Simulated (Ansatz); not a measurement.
# AlGa3N4: a one-atom displacement scan

Aim: for AlGa3N4, map the energy as atom 5 (N) is pushed off its site.

Program: Ansatz 0.2.0. Level of theory: DFT r2SCAN, scalar-relativistic, plane waves, PAW. These are calculated values, not measurements.

1 further run of the same task is left out (set aside as unsound or not needed). Runs told in other sessions of the task aren't counted.

## Step 1: The system as given

The structure is cubic, space group P-43m (No. 215). The conventional cell has a = 4.465 Å, b = 4.465 Å, c = 4.465 Å, α = 90.00°, β = 90.00°, γ = 90.00°. Al (site symmetry -43m) has 4 N at 1.89 Å in its first shell of neighbours. Around Ga (site symmetry -42m) lie 4 N at 1.95 Å. Around N (site symmetry 3m) lie 1 Al at 1.89 Å and 3 Ga at 1.95 Å.

Structure file:

```cif
data_structure
_symmetry_space_group_name_H-M 'P 1'
_symmetry_Int_Tables_number 1
_cell_length_a 4.4653
_cell_length_b 4.4653
_cell_length_c 4.4653
_cell_angle_alpha 90.000
_cell_angle_beta 90.000
_cell_angle_gamma 90.000
_cell_volume 89.04
loop_
_atom_site_label
_atom_site_type_symbol
_atom_site_fract_x
_atom_site_fract_y
_atom_site_fract_z
_atom_site_occupancy
Al1 Al 0.00000 0.00000 0.00000 1
Ga1 Ga 0.50000 0.50000 0.00000 1
Ga2 Ga 0.50000 0.00000 0.50000 1
Ga3 Ga 0.00000 0.50000 0.50000 1
N1 N 0.75535 0.75535 0.24465 1
N2 N 0.75535 0.24465 0.75535 1
N3 N 0.24465 0.75535 0.75535 1
N4 N 0.24465 0.24465 0.24465 1
```

It goes back to an entry of the Materials Project, which need not be the stable form.

This cell was relaxed beforehand with the same method: volume 11.13 Å³/atom, gap on the mesh 2.82 eV.

## Step 2: Zero of energy

Reference values: F = -13457.5507 eV; pressure 0.01 GPa; largest force 0.001 eV/Å; gap on the mesh 2.82 eV. It was computed beforehand with the settings of the runs below.

## Step 3: Next: a one-atom displacement scan

Atom 5 (N) is moved by x along the Cartesian unit vector (0.000, 0.707, -0.707); the cell and all other atoms stay fixed. Forces below are components along that vector, summed over the moved atoms. In a periodic cell its images move with it.

## Step 4: Point x = -0.300 Å

The input, input.yaml:

```yaml
crystal:
  lattice:
    - [4.4653444522, 0.0, 0.0]
    - [0.0, 4.4653444522, 0.0]
    - [0.0, 0.0, 4.4653444522]
  atoms:
    - { symbol: Al, position: [0.0, 0.0, 0.0] }
    - { symbol: Ga, position: [0.5, 0.5, 0.0] }
    - { symbol: Ga, position: [0.5, 0.0, 0.5] }
    - { symbol: Ga, position: [0.0, 0.5, 0.5] }
    - { symbol: "N", position: [0.7553510553, 0.7078447461, 0.2921552539] }
    - { symbol: "N", position: [0.7553510553, 0.2446489447, 0.7553510553] }
    - { symbol: "N", position: [0.2446489447, 0.7553510553, 0.7553510553] }
    - { symbol: "N", position: [0.2446489447, 0.2446489447, 0.2446489447] }
basis:
  ecutwfc: 500
kpoints:
  mp_grid: { grid: [6, 6, 6] }
hamiltonian:
  xc: r2scan
scf:
  occupations: { method: gaussian, width: 0.05 }
output:
  forces: true
  stress: true
  eigenvalues: true
```

The run is started by

```console
$ ansatz run input.yaml --threads 2 --pin off --max-ram 5120MiB --backend cpu --events-out ev --progress --plain --runs-dir out
```

## Step 5: x = 0.225 Å

Changes to input.yaml since step 4:

```diff
@@ -10,3 +10,3 @@
     - { symbol: Ga, position: [0.0, 0.5, 0.5] }
-    - { symbol: "N", position: [0.7553510553, 0.7078447461, 0.2921552539] }
+    - { symbol: "N", position: [0.7553510553, 0.7909807872, 0.2090192128] }
     - { symbol: "N", position: [0.7553510553, 0.2446489447, 0.7553510553] }
```

## Step 6: At x = -0.150 Å

Changes to input.yaml since step 5:

```diff
@@ -10,3 +10,3 @@
     - { symbol: Ga, position: [0.0, 0.5, 0.5] }
-    - { symbol: "N", position: [0.7553510553, 0.7909807872, 0.2090192128] }
+    - { symbol: "N", position: [0.7553510553, 0.7315979007, 0.2684020993] }
     - { symbol: "N", position: [0.7553510553, 0.2446489447, 0.7553510553] }
@@ -26 +26,5 @@
   eigenvalues: true
+  write_density: true
+  write_potential: true
+  elf: true
+  volumetric_format: npy
```

## Step 7: Point x = 0.075 Å

Changes to input.yaml since step 6:

```diff
@@ -10,3 +10,3 @@
     - { symbol: Ga, position: [0.0, 0.5, 0.5] }
-    - { symbol: "N", position: [0.7553510553, 0.7315979007, 0.2684020993] }
+    - { symbol: "N", position: [0.7553510553, 0.7672276326, 0.2327723674] }
     - { symbol: "N", position: [0.7553510553, 0.2446489447, 0.7553510553] }
@@ -26,5 +26 @@
   eigenvalues: true
-  write_density: true
-  write_potential: true
-  elf: true
-  volumetric_format: npy
```

## Step 8: At x = 0.300 Å

Changes to input.yaml since step 7:

```diff
@@ -10,3 +10,3 @@
     - { symbol: Ga, position: [0.0, 0.5, 0.5] }
-    - { symbol: "N", position: [0.7553510553, 0.7672276326, 0.2327723674] }
+    - { symbol: "N", position: [0.7553510553, 0.8028573645, 0.1971426355] }
     - { symbol: "N", position: [0.7553510553, 0.2446489447, 0.7553510553] }
```

## Step 9: At x = -0.225 Å

Changes to input.yaml since step 8:

```diff
@@ -10,3 +10,3 @@
     - { symbol: Ga, position: [0.0, 0.5, 0.5] }
-    - { symbol: "N", position: [0.7553510553, 0.8028573645, 0.1971426355] }
+    - { symbol: "N", position: [0.7553510553, 0.7197213234, 0.2802786766] }
     - { symbol: "N", position: [0.7553510553, 0.2446489447, 0.7553510553] }
```

## Step 10: Point x = 0.150 Å

Changes to input.yaml since step 9:

```diff
@@ -10,3 +10,3 @@
     - { symbol: Ga, position: [0.0, 0.5, 0.5] }
-    - { symbol: "N", position: [0.7553510553, 0.7197213234, 0.2802786766] }
+    - { symbol: "N", position: [0.7553510553, 0.7791042099, 0.2208957901] }
     - { symbol: "N", position: [0.7553510553, 0.2446489447, 0.7553510553] }
```

## Step 11: Point x = -0.075 Å

Changes to input.yaml since step 10:

```diff
@@ -10,3 +10,3 @@
     - { symbol: Ga, position: [0.0, 0.5, 0.5] }
-    - { symbol: "N", position: [0.7553510553, 0.7791042099, 0.2208957901] }
+    - { symbol: "N", position: [0.7553510553, 0.743474478, 0.256525522] }
     - { symbol: "N", position: [0.7553510553, 0.2446489447, 0.7553510553] }
```

## Step 12: x = 0.263 Å

Changes to input.yaml since step 11:

```diff
@@ -10,3 +10,3 @@
     - { symbol: Ga, position: [0.0, 0.5, 0.5] }
-    - { symbol: "N", position: [0.7553510553, 0.743474478, 0.256525522] }
+    - { symbol: "N", position: [0.7553510553, 0.7969190759, 0.2030809241] }
     - { symbol: "N", position: [0.7553510553, 0.2446489447, 0.7553510553] }
```

(Steps that only read results are left out.)

Before running it: what results should come out?

The runs gave:

| quantity | value |
| --- | --- |
| force constant along x, over ±0.075 Å | 19.53 eV/Å² |

What this shows: Near the site the force constant is 19.53 eV/Å²; for the mass of N against a rigid frame that is a vibration of about 616 cm⁻¹. No sampled point lies below the undisturbed cell. The gap on the mesh stays between 2.62 and 2.82 eV.
